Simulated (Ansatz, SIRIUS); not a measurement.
Given: the input of a run of SIRIUS 7.12.0 on Ge. This isn't the form of Ge at room conditions, which is diamond.

sirius.json

```json
{
  "control": {
    "processing_unit": "cpu",
    "verbosity": 2,
    "num_bands_to_print": 22,
    "print_forces": true,
    "print_stress": true
  },
  "parameters": {
    "electronic_structure_method": "pseudopotential",
    "xc_functionals": ["XC_GGA_X_PBE_SOL", "XC_GGA_C_PBE_SOL"],
    "gk_cutoff": 8.9,
    "pw_cutoff": 17.8,
    "ngridk": [11, 11, 11],
    "shiftk": [0, 0, 0],
    "smearing": "fermi_dirac",
    "smearing_width": 0.0018374661,
    "num_bands": 22,
    "num_mag_dims": 0,
    "num_dft_iter": 100,
    "energy_tol": 1e-08,
    "density_tol": 1e-06
  },
  "iterative_solver": {
    "type": "davidson",
    "min_tolerance": 1e-10
  },
  "mixer": {
    "type": "anderson",
    "beta": 0.7,
    "max_history": 8
  },
  "settings": {
    "tol_ne": 1e-10,
    "pseudo_grid_cutoff": 6.5
  },
  "unit_cell": {
    "lattice_vectors": [
      [-0.637643054837, 0.677232956345, 0.367106057507],
      [0.637643054837, -0.677232956345, 0.367106057507],
      [0.637643054837, 0.677232956345, -0.367106057507]
    ],
    "lattice_vectors_scale": 7.3968713675,
    "atom_coordinate_units": "lattice",
    "atom_types": ["Ge"],
    "atom_files": {
      "Ge": "Ge.json"
    },
    "atoms": {
      "Ge": [
        [0.314057, 0.064057, 0.25],
        [0.685943, 0.935943, 0.75]
      ]
    }
  }
}
```

Potentials or basis: PseudoDojo 0.4.1 PBEsol standard (scalar relativistic).

Run with:

```sh
$ upf_to_json Ge.upf
$ OMP_NUM_THREADS=1 sirius.scf --input=sirius.json --output=out.json --task=0
```

Problem. Translate it to Ansatz 0.2.0. Potentials or basis there: Ansatz PAW, cutoff 420 eV.

Solution. As run (cutoffs and basis follow the program's own potentials, and thresholds, step limits or extra output files can differ):

input.yaml

```yaml
crystal:
  lattice:
    - [-2.495898, 2.650863, 1.436947]
    - [2.495898, -2.650863, 1.436947]
    - [2.495898, 2.650863, -1.436947]
  atoms:
    - { symbol: Ge, position: [0.314057, 0.064057, 0.25] }
    - { symbol: Ge, position: [0.685943, 0.935943, 0.75] }
hamiltonian:
  xc: pbesol
  pseudopotentials: { kind: paw }
kpoints:
  mp_grid: { grid: [11, 11, 11] }
scf:
  occupations: { method: fermi_dirac, width: 0.05 }
output:
  forces: true
  stress: true
  eigenvalues: true
```

Potentials or basis: Ansatz PAW.

The run is started by

```console
$ ansatz run input.yaml --threads 1 --pin off --max-ram 3584MiB --backend cpu --events-out ev --progress --plain --runs-dir out
```

Both were run:

|  | SIRIUS | Ansatz |
| --- | --- | --- |
| Pressure | -2.4 GPa | -2.5 GPa |
| Largest force | 0.059 eV/Å | 0.059 eV/Å |

Ansatz's pressure holds a Pulay term of +0.03 GPa for its cutoff of 420 eV, which the other run lacks.

Ansatz's potentials were made for PBE.

Where Ansatz's input types no cutoff or centring, it takes its own default and a Γ-centred mesh.

Pressure is positive in compression.
